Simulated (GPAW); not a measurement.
# GaSb (F-43m) in GPAW: settings compared, part 2 of 2

GPAW 26.7.0. Earlier steps stand in the parts before.

### Step 5. Band structure, WC, spin-orbit coupling, no magnetisation

The input, run.py:

```python
import numpy as np
import spglib
from ase import Atoms
from ase.dft.bandgap import bandgap
from ase.io import read, write
from ase.units import GPa
from gpaw import GPAW, PW, setup_paths
from gpaw.spinorbit import soc_eigenstates

setup_paths.insert(0, '.')

atoms = read('GaSb.cif')
cell, positions, numbers = spglib.find_primitive(
    (atoms.cell[:], atoms.get_scaled_positions(), atoms.numbers), symprec=1e-4)
atoms = Atoms(numbers, cell=cell, scaled_positions=positions, pbc=True)

calc = GPAW(mode=PW(600),
            xc='WC',
            kpts={'size': (6, 6, 6), 'gamma': True},
            occupations={'name': 'fermi-dirac', 'width': 0.05},
            nbands=18,
            convergence={'density': 1e-05, 'energy': 1e-05},
            maxiter=150,
            txt='gpaw.txt')
atoms.calc = calc
energy = atoms.get_potential_energy()
forces = atoms.get_forces()
stress = atoms.get_stress()
calc.write('gs.gpw')
write('result.traj', atoms)
print(f'Energy: {energy:.6f} eV')
print('Forces (eV/A):')
print(forces.round(4))
print('Stress (GPa):', (stress / GPa).round(3))
print('Fermi level:', round(calc.get_fermi_level(), 4), 'eV')
print(f'Gap: {bandgap(calc)[0]:.4f} eV, direct: {bandgap(calc, direct=True)[0]:.4f} eV')

path = atoms.cell.bandpath('GXWKGLUWLK,UX', npoints=60, eps=1e-4)
bs_calc = calc.fixed_density(kpts=path, symmetry='off', nbands=30,
                             convergence={'bands': 'CBM+6.0', 'eigenstates': 1e-6}, txt='bands.txt')
bs = bs_calc.band_structure()
bs.write('bs.json')
print(f'Gap on the path: {bandgap(bs_calc)[0]:.4f} eV')

soc = soc_eigenstates(bs_calc, theta=54.7, phi=45)
np.savetxt('soc_bands.dat', soc.eigenvalues(), fmt='%.4f')
mesh = soc_eigenstates('gs.gpw', theta=54.7, phi=45)
np.savetxt('soc_mesh.dat', mesh.eigenvalues(), fmt='%.4f')
print('Fermi level with spin-orbit coupling:', round(mesh.fermi_level, 4), 'eV')
```

The input, GaSb.cif:

```cif
data_GaSb
_cell_length_a 6.11800000
_cell_length_b 6.11800000
_cell_length_c 6.11800000
_cell_angle_alpha 90.00000000
_cell_angle_beta 90.00000000
_cell_angle_gamma 90.00000000
_space_group_name_H-M_alt 'F-43m'
_space_group_name_Hall 'F -4 2 3'
_space_group_IT_number 216
loop_
_space_group_symop_operation_xyz
'x,y,z'
'y,-x,-z'
'-x,-y,z'
'-y,x,-z'
'x,-y,-z'
'y,x,z'
'-x,y,-z'
'-y,-x,z'
'z,x,y'
'-z,y,-x'
'z,-x,-y'
'-z,-y,x'
'-z,x,-y'
'z,y,x'
'-z,-x,y'
'z,-y,-x'
'y,z,x'
'-x,-z,y'
'-y,z,-x'
'x,-z,-y'
'-y,-z,x'
'x,z,y'
'y,-z,-x'
'-x,z,-y'
'x,y+1/2,z+1/2'
'y,-x+1/2,-z+1/2'
'-x,-y+1/2,z+1/2'
'-y,x+1/2,-z+1/2'
'x,-y+1/2,-z+1/2'
'y,x+1/2,z+1/2'
'-x,y+1/2,-z+1/2'
'-y,-x+1/2,z+1/2'
'z,x+1/2,y+1/2'
'-z,y+1/2,-x+1/2'
'z,-x+1/2,-y+1/2'
'-z,-y+1/2,x+1/2'
'-z,x+1/2,-y+1/2'
'z,y+1/2,x+1/2'
'-z,-x+1/2,y+1/2'
'z,-y+1/2,-x+1/2'
'y,z+1/2,x+1/2'
'-x,-z+1/2,y+1/2'
'-y,z+1/2,-x+1/2'
'x,-z+1/2,-y+1/2'
'-y,-z+1/2,x+1/2'
'x,z+1/2,y+1/2'
'y,-z+1/2,-x+1/2'
'-x,z+1/2,-y+1/2'
'x+1/2,y,z+1/2'
'y+1/2,-x,-z+1/2'
'-x+1/2,-y,z+1/2'
'-y+1/2,x,-z+1/2'
'x+1/2,-y,-z+1/2'
'y+1/2,x,z+1/2'
'-x+1/2,y,-z+1/2'
'-y+1/2,-x,z+1/2'
'z+1/2,x,y+1/2'
'-z+1/2,y,-x+1/2'
'z+1/2,-x,-y+1/2'
'-z+1/2,-y,x+1/2'
'-z+1/2,x,-y+1/2'
'z+1/2,y,x+1/2'
'-z+1/2,-x,y+1/2'
'z+1/2,-y,-x+1/2'
'y+1/2,z,x+1/2'
'-x+1/2,-z,y+1/2'
'-y+1/2,z,-x+1/2'
'x+1/2,-z,-y+1/2'
'-y+1/2,-z,x+1/2'
'x+1/2,z,y+1/2'
'y+1/2,-z,-x+1/2'
'-x+1/2,z,-y+1/2'
'x+1/2,y+1/2,z'
'y+1/2,-x+1/2,-z'
'-x+1/2,-y+1/2,z'
'-y+1/2,x+1/2,-z'
'x+1/2,-y+1/2,-z'
'y+1/2,x+1/2,z'
'-x+1/2,y+1/2,-z'
'-y+1/2,-x+1/2,z'
'z+1/2,x+1/2,y'
'-z+1/2,y+1/2,-x'
'z+1/2,-x+1/2,-y'
'-z+1/2,-y+1/2,x'
'-z+1/2,x+1/2,-y'
'z+1/2,y+1/2,x'
'-z+1/2,-x+1/2,y'
'z+1/2,-y+1/2,-x'
'y+1/2,z+1/2,x'
'-x+1/2,-z+1/2,y'
'-y+1/2,z+1/2,-x'
'x+1/2,-z+1/2,-y'
'-y+1/2,-z+1/2,x'
'x+1/2,z+1/2,y'
'y+1/2,-z+1/2,-x'
'-x+1/2,z+1/2,-y'
loop_
_atom_site_label
_atom_site_type_symbol
_atom_site_symmetry_multiplicity
_atom_site_Wyckoff_symbol
_atom_site_fract_x
_atom_site_fract_y
_atom_site_fract_z
_atom_site_occupancy
Sb1 Sb 4 c 0.2500000000 0.2500000000 0.2500000000 1
Ga1 Ga 4 a 0.0000000000 0.0000000000 0.0000000000 1
```

Potentials or basis: PAW data sets generated in the run's folder for this functional, pw.

The run is started by

```console
gpaw-setup -f WC Ga Sb
OMP_NUM_THREADS=1 python run.py
```

Run time: 35 s. Hardware: 1 thread of Arm Neoverse V2, shared host; peak memory 0.28 GiB.

The run converged. Its results:

```yaml
Free_energy: -8.3510 eV
Pressure: -0.1 GPa
Band_gap_along_the_path: none (metal or under the smearing width)
```

Levels at the corners of the path, in eV from the Fermi level:
```
point  band 14  band 15  band 16  band 17  band 18  band 19  band 20  band 21  band 22  band 23
    Γ    -0.78    -0.24    -0.24     0.03     0.03     0.03     0.03     2.41     2.41     2.64
    X    -7.03    -2.95    -2.95    -2.67    -2.67     0.62     0.62     0.93     0.93     8.28
    W    -6.82    -3.83    -3.46    -3.35    -3.33     3.19     3.64     4.02     4.08     4.11
    K    -6.79    -4.00    -3.77    -2.43    -2.40     1.10     1.13     3.53     3.68     6.22
    Γ    -0.78    -0.24    -0.24     0.03     0.03     0.03     0.03     2.41     2.41     2.64
    L    -6.60    -1.62    -1.62    -1.16    -1.16     0.13     0.13     3.45     3.45     3.58
    U    -6.79    -4.00    -3.77    -2.43    -2.40     1.10     1.13     3.53     3.68     6.22
    W    -6.82    -3.83    -3.46    -3.35    -3.33     3.19     3.64     4.02     4.08     4.11
    L    -6.60    -1.62    -1.62    -1.16    -1.16     0.13     0.13     3.45     3.45     3.58
    K    -6.79    -4.00    -3.77    -2.43    -2.40     1.10     1.13     3.53     3.68     6.22
    U    -6.79    -4.00    -3.77    -2.43    -2.40     1.10     1.13     3.53     3.68     6.22
    X    -7.03    -2.95    -2.95    -2.67    -2.67     0.62     0.62     0.93     0.93     8.28
```

Caveat: spin-orbit coupling was added after a scalar SCF, so levels and gaps hold it while energy, forces, pressure and moments don't; this program's spin-orbit splittings come out too wide for heavy elements; this crystal is a semiconductor, whose small gap the functional closes, so the metal is an error of the method.

### Step 6. Equation of state, RPBE+D3(BJ)

The input, run.py:

```python
from ase.calculators.mixing import SumCalculator
from ase.eos import EquationOfState
from ase.io import Trajectory, read
from ase.units import GPa
from dftd3.ase import DFTD3
from gpaw import GPAW, PW

atoms = read('GaSb.cif')

traj = Trajectory('eos.traj', 'w')
volumes, energies = [], []
for x in [0.94, 0.96, 0.98, 1.0, 1.02, 1.04, 1.06]:
    a = atoms.copy()
    a.set_cell(atoms.cell * x**(1 / 3), scale_atoms=True)
    calc = GPAW(mode=PW(600),
                xc='RPBE',
                kpts={'size': (6, 6, 6), 'gamma': True},
                occupations={'name': 'fermi-dirac', 'width': 0.05},
                nbands=18,
                convergence={'density': 1e-05, 'energy': 1e-05},
                maxiter=150,
                txt=f'eos-{x:.2f}.txt')
    a.calc = SumCalculator([calc, DFTD3(method='rpbe', damping='d3bj')])
    energies.append(a.get_potential_energy())
    volumes.append(a.get_volume())
    p = -a.get_stress()[:3].mean() / GPa
    calc.write(f'eos-{x:.2f}.gpw')
    traj.write(a)
    print(f'{x:.2f} {volumes[-1]:10.4f} A^3 {energies[-1]:14.6f} eV {p:9.3f} GPa', flush=True)

v0, e0, B = EquationOfState(volumes, energies, eos='birchmurnaghan').fit()
print(f'V0 = {v0:.4f} A^3, E0 = {e0:.6f} eV, B0 = {B / GPa:.2f} GPa')
```

The input, GaSb.cif:

```cif
data_GaSb
_cell_length_a 4.32607929
_cell_length_b 4.32607929
_cell_length_c 4.32607929
_cell_angle_alpha 60.00000000
_cell_angle_beta 60.00000000
_cell_angle_gamma 60.00000000
_space_group_name_H-M_alt 'P1'
_space_group_name_Hall 'P 1'
_space_group_IT_number 1
loop_
_space_group_symop_operation_xyz
'x,y,z'
loop_
_atom_site_label
_atom_site_type_symbol
_atom_site_symmetry_multiplicity
_atom_site_Wyckoff_symbol
_atom_site_fract_x
_atom_site_fract_y
_atom_site_fract_z
_atom_site_occupancy
Sb1 Sb 1 a 0.7500000000 0.7500000000 0.7500000000 1
Ga1 Ga 1 a 0.0000000000 0.0000000000 0.0000000000 1
```

Potentials or basis: the program's PAW data sets (release 1.2.1) made for this functional, pw.

The run is started by

```console
OMP_NUM_THREADS=1 python run.py
```

The log of the run:

```text
__  _  _
 | _ |_)|_||  |
 |__||  | ||/\| - 26.7.0

Input parameters:
  mode=PW(ecut=600.0),
  convergence={'density': 1e-05, 'energy': 1e-05},
  kpts=MonkhorstPack(size=(6, 6, 6), gamma=True),
  maxiter=150,
  nbands=18,
  occupations=Occupations(name='fermi-dirac', width=0.05),
  xc=XC(name='RPBE')

Diagonalizing LCAO Hamiltonian
Converting LCAO to pw mode

                          Sb

       Ga

Atoms  # Å, Bohr magnetons
|   | symbol |        x |        y |        z |    initial magnetic moments |
|---|--------|----------|----------|----------|-----------------------------|
| 0 |     Sb | 6.401417 | 3.695860 | 2.613368 | ( 0.0000,  0.0000,  0.0000) |
| 1 |     Ga | 0.000000 | 0.000000 | 0.000000 | ( 0.0000,  0.0000,  0.0000) |

Unit cell  # Å
| periodic |        x |        y |        z |  lengths |    angles |
|----------|----------|----------|----------|----------|-----------|
|      yes | 4.267612 | 0.000000 | 0.000000 | 4.267612 | 60.000000 |
|      yes | 2.133806 | 3.695860 | 0.000000 | 4.267612 | 60.000000 |
|      yes | 2.133806 | 1.231953 | 3.484490 | 4.267612 | 60.000000 |

Number of symmetries: 24
Symmetry operations  # r_c * U_cc + t_c -> r_c
|    | kind |            matrix            |
|----|------|------------------------------|
|  0 |  E   |  1, 0, 0,  0, 1, 0,  0, 0, 1 |
|  1 |  σ   |  1, 0, 0,  0, 0, 1,  0, 1, 0 |
|  2 |  σ   |  1, 0,-1,  0, 1,-1,  0, 0,-1 |
|  3 |  C3  |  1, 0,-1,  0, 0,-1,  0, 1,-1 |
|  4 |  C3  |  1,-1, 0,  0,-1, 1,  0,-1, 0 |
|  5 |  σ   |  1,-1, 0,  0,-1, 0,  0,-1, 1 |
|  6 |  σ   |  0, 1, 0,  1, 0, 0,  0, 0, 1 |
|  7 |  C3  |  0, 1, 0,  0, 0, 1,  1, 0, 0 |
|  8 |  C2  |  0, 1,-1,  1, 0,-1,  0, 0,-1 |
|  9 |  S4  |  0, 1,-1,  0, 0,-1,  1, 0,-1 |
| 10 |  C3  |  0, 0, 1,  1, 0, 0,  0, 1, 0 |
| 11 |  σ   |  0, 0, 1,  0, 1, 0,  1, 0, 0 |
| 12 |  S4  |  0, 0,-1,  1, 0,-1,  0, 1,-1 |
| 13 |  C3  |  0, 0,-1,  0, 1,-1,  1, 0,-1 |
| 14 |  S4  |  0,-1, 1,  1,-1, 0,  0,-1, 0 |
| 15 |  C2  |  0,-1, 1,  0,-1, 0,  1,-1, 0 |
| 16 |  C3  |  0,-1, 0,  1,-1, 0,  0,-1, 1 |
| 17 |  S4  |  0,-1, 0,  0,-1, 1,  1,-1, 0 |
| 18 |  S4  | -1, 1, 0, -1, 0, 1, -1, 0, 0 |
| 19 |  C3  | -1, 1, 0, -1, 0, 0, -1, 0, 1 |
| 20 |  C3  | -1, 0, 1, -1, 1, 0, -1, 0, 0 |
| 21 |  S4  | -1, 0, 1, -1, 0, 0, -1, 1, 0 |
| 22 |  σ   | -1, 0, 0, -1, 1, 0, -1, 0, 1 |
| 23 |  C2  | -1, 0, 0, -1, 0, 1, -1, 1, 0 |

BZ-sampling:
  Number of BZ points: 216
  Number of IBZ points: 16

  Monkhorst-Pack size: [6, 6, 6]
  Monkhorst-Pack shift: [0.08333333333333333, 0.08333333333333333, 0.08333333333333333]

K-points  # in reciprocal-cell coordinates
|     |                                coordinates |     weight |
|-----|--------------------------------------------|------------|
|   0 | (  0.00000000,   0.00000000,   0.00000000) | 0.00462963 |
|   1 | (  0.16666667,   0.16666667,   0.00000000) | 0.02777778 |
|   2 | (  0.16666667,   0.16666667,   0.16666667) | 0.03703704 |
|   3 | (  0.33333333,   0.16666667,   0.16666667) | 0.05555556 |
|   4 | (  0.33333333,   0.33333333,  -0.33333333) | 0.05555556 |
|   5 | (  0.33333333,   0.33333333,   0.00000000) | 0.02777778 |
|   6 | (  0.33333333,   0.33333333,   0.16666667) | 0.11111111 |
|   7 | (  0.33333333,   0.33333333,   0.33333333) | 0.03703704 |
|   8 | (  0.50000000,   0.33333333,  -0.33333333) | 0.11111111 |
|   9 | (  0.50000000,   0.33333333,  -0.16666667) | 0.05555556 |
| ... |                                            |            |
|  15 | (  0.50000000,   0.50000000,   0.50000000) | 0.01851852 |

Plane wave coefficients: 1853
Cutoff: 600.0 eV

Spin-components: 1 (collinear spins)
Bands:           18
Projectors:      11
Spin-degeneracy: 2
Datatype:        complex128

Parallelization:
  kpt:    1
  domain: 1
  band:   1

Density:
  Valence electrons: 18.0
  Components: 1
  Grid points: [25 25 25]
  Charge: 0.0  # |e|

Potential:
  Grid points: [25 25 25]

species:
  Sb:
    name:    Antimony
    Z:       51.0
    valence: 15
    core:    36
    charge:  0.0  # [|e|]
    compensation charges:
      type: gauss
      rc: 0.36  # [Å]
      lmax: 2
    cutoffs:
      filter: 2.23  # [Å]
      core: 2.23  # [Å]
    projectors
    | kind |    occ | energy [eV] | rcut [Å] |
    |------|--------|-------------|----------|
    |   5s |  2.000 |     -12.749 |    1.154 |
    |   5p |  3.000 |      -4.786 |    1.233 |
    |   4d | 10.000 |     -33.516 |    1.196 |
    |    s |        |      14.463 |    1.154 |
    |    p |        |      22.425 |    1.233 |
    |    d |        |      -6.304 |    1.196 |

    Using partial waves for Sb as LCAO basis

  Ga:
    name:    Gallium
    Z:       31.0
    valence: 3
    core:    28
    charge:  0.0  # [|e|]
    compensation charges:
      type: gauss
      rc: 0.37  # [Å]
      lmax: 2
    cutoffs:
      filter: 2.06  # [Å]
      core: 4.17  # [Å]
    projectors
    | kind |    occ | energy [eV] | rcut [Å] |
    |------|--------|-------------|----------|
    |   4s |  2.000 |      -8.878 |    1.164 |
    |   4p |  1.000 |      -2.543 |    1.164 |
    |    s |        |      18.334 |    1.164 |
    |    p |        |      24.668 |    1.164 |
    |    d |        |       0.000 |    1.164 |

    Using partial waves for Ga as LCAO basis

Reference energy: -229181.228592  # eV

eigensolver:
  PPCG
  Converge bands: occupied
  niter=2

density mixing:
  MSR1-Mixer
  Pratt-step length: 0.05
  Maximum mixing coefficient: 0.75
  Old densities: 10
  SVD Regularization: 0.005
  Good broyden scale: 1.0
  Trust region scale: 1.0
  Backstep threshold: 4.0
  History deletion threshold: 6.0
  Fourier metric: weight=20.0, sigma=0.015

occupation numbers:
  Fermi-Dirac:
    width: 0.0500  # eV

poisson solver:
  ecut: 4800.0  # eV

xc functional:
  name: RPBE with 2 nearest neighbor stencil

convergence criteria:
- Maximum integral of absolute [dens]ity change: 1e-05 electrons / valence electron
- Maximum [total energy] change in last 3 cyles: 1e-05 eV / valence electron
- Maximum integral of absolute [eigenst]ate change: 4e-08 eV^2 / valence electron
maximum number of iterations: 150

SCF iterations
|iter     | |      energy | eigst |  dens |
|---------|-|-------------|-------|-------|
|iter:   1| |   -6.829537 | +0.21 |       |
|iter:   2| |   -6.835548 | -2.02 | -1.28 |
|iter:   3| |   -6.842684 | -2.39 | -1.30 |
|iter:   4| |   -6.848810 | -3.06 | -1.83 |
|iter:   5| |   -6.849432 | -4.05 | -2.55 |
|iter:   6| |   -6.849621 | -4.72 | -2.92 |
|iter:   7| |   -6.849622 | -6.49 | -3.98 |
|iter:   8| |   -6.849622c| -7.19 | -4.44 |
|iter:   9| |   -6.849622c| -8.03c| -5.36c|

Converged in 9 steps
Energy contributions relative to reference atoms: (reference = -229181.228592)

Energy contributions:
  Kinetic:          17.306755
  Coulomb:         -14.771889
  Zero:              0.169305
  External:          0.000000
  Xc:               -9.553750
  Entropy:          -0.000088
  Spinorbit:         0.000000
  ----------------------------
  Free energy:      -6.849666
  Extrapolated:     -6.849622

dipole moment: (-15.152338, -8.748206, -6.185916)  # |e|*Ang

Fermi level: 5.687
Eigenvalues  # (at kpt = [0.000, 0.000, 0.000])
| band index |      eig [eV] | occ [0-2] |
|------------|---------------|-----------|
|          0 |       -23.419 |     2.000 |
|          1 |       -23.419 |     2.000 |
|          2 |       -23.419 |     2.000 |
|          3 |       -23.400 |     2.000 |
|          4 |       -23.400 |     2.000 |
|          5 |        -6.277 |     2.000 |
[... 10 lines left out ...]
|         16 |        15.083 |     0.000 |
|         17 |        15.083 |     0.000 |

Gap: 0.488 eV
Transition (v -> c):
  (s=0, k=0, n=8, [0.00, 0.00, 0.00]) -> (s=0, k=0, n=9, [0.00, 0.00, 0.00])
No difference between direct/indirect transitions

Stress tensor  # eV/Ang^3
|         x |         y |         z |
|-----------|-----------|-----------|
| -0.041284 |  0.000000 |  0.000000 |
|  0.000000 | -0.041284 |  0.000000 |
|  0.000000 |  0.000000 | -0.041284 |

# Writing to eos-0.96.gpw (mode='')
```

It took 56 s on 1 thread of Arm Neoverse V2, shared host; peak memory 0.26 GiB.

What came out:

| Property | Result |
| --- | --- |
| Equilibrium volume | 25.80 Å³/atom (rough: see the caveat) |
| Bulk modulus | 70 GPa (rough) |

Energy against volume, from the lowest point:
```csv
volume (Å³/atom),energy (meV/atom)
26.907,0.00
27.480,11.39
28.052,26.49
28.625,44.81
29.197,65.86
29.770,89.24
30.342,114.80
```

Caveat: the minimum lies outside the volumes run.

### Step 7. Against experiment

Step 5. A measured gap of GaSb is 0.811 eV (direct; 4.2 K; a printed reference work, data compilation); the calculated 0.00 eV misses it by -0.81 eV. The value is that of WC, without temperature or zero-point motion. Semilocal functionals fall short of measured gaps as a rule.
